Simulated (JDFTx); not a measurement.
# Rh: equation of state with PBEsol

**The experiment to reproduce.**

“Thermal equation of state of rhodium characterized by XRD in a resistively heated diamond anvil cell”, 2024, pmc:11535440 quotes, for a bulk crystal of Rh: bulk modulus 264 ± 1 GPa.

Crystal: Rh.

```
CELL_PARAMETERS angstrom
0.00000 1.89785 1.89785
1.89785 0.00000 1.89785
1.89785 1.89785 0.00000
ATOMIC_POSITIONS crystal
Rh 0.00000 0.00000 0.00000
```

```json
{"Program": "JDFTx 1.7.0 (patched build)", "Task": "equation of state", "Functional": "PBEsol", "Potentials or basis": "PseudoDojo-SR-PBEsol-0.4.1-standard", "Cutoff": "1197 eV", "Density cutoff": "4789 eV", "k mesh": "12 × 12 × 12", "Occupations": "fermi-dirac, width 0.05 eV", "Spin": "no spin polarisation", "Density cutoff over wavefunction cutoff": "4", "Max SCF steps": "100", "SCF threshold on the energy": "1e-09 Ha", "Solver of the electrons": "scf"}
```

| Property | Result |
| --- | --- |
| Equilibrium volume | 13.52 Å³/atom |
| Bulk modulus | 296 GPa |
| Pressure derivative of the bulk modulus | 5.2 |

Energy against volume, from the lowest point:
```csv
volume (Å³/atom),energy (meV/atom)
12.851,33.06
13.125,10.40
13.398,0.00
13.671,0.46
13.945,10.45
14.218,28.88
14.492,54.73
```

Measured bulk modulus of Rh: 264 GPa (quoted in “Thermal equation of state of rhodium characterized by XRD in a resistively heated diamond anvil cell”, 2024, pmc:11535440). This calculation gives 296 GPa (+12.2 %). The fit is for a static lattice scaled at fixed shape and fixed fractional positions.
